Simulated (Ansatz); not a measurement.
The system is TiH.

```xyz
2
Lattice="0.0000 2.0897 2.0897 2.0897 0.0000 2.0897 2.0897 2.0897 0.0000" Properties=species:S:1:pos:R:3 pbc="T T T"
Ti    0.0000    0.0000    0.0000
H     2.0897    2.0897    2.0897
```

The cell comes from a database or a generator and needn't be the stable form of this composition.

Program: Ansatz 0.2.0. Alike in all runs: task projected density of states; potentials or basis Ansatz PAW; no spin polarisation; cell as given; k mesh 6 × 6 × 6; smearing fermi-dirac 0.05 eV; the mesh is coarse, so values aren't converged.

**Question.** Order these runs on this cell by their pressure, lowest first.
A. level HSE06; cutoff (eV) 420
B. level r2SCAN0; cutoff (eV) 500
C. level LDA; cutoff (eV) 420

**Answer.** C (-8.4 GPa), B (-3.9 GPa), A (-1.8 GPa).

Caveats: all runs use coarse meshes; the PAW data sets come from PBE, with cores solved anew for the run's functional, which leaves a small shift of forces and pressure; the density of states is complete only up to the lowest level of the last band computed; the thresholds are loose for stress (some runs).

Runs at the PBE level aren't shown here.
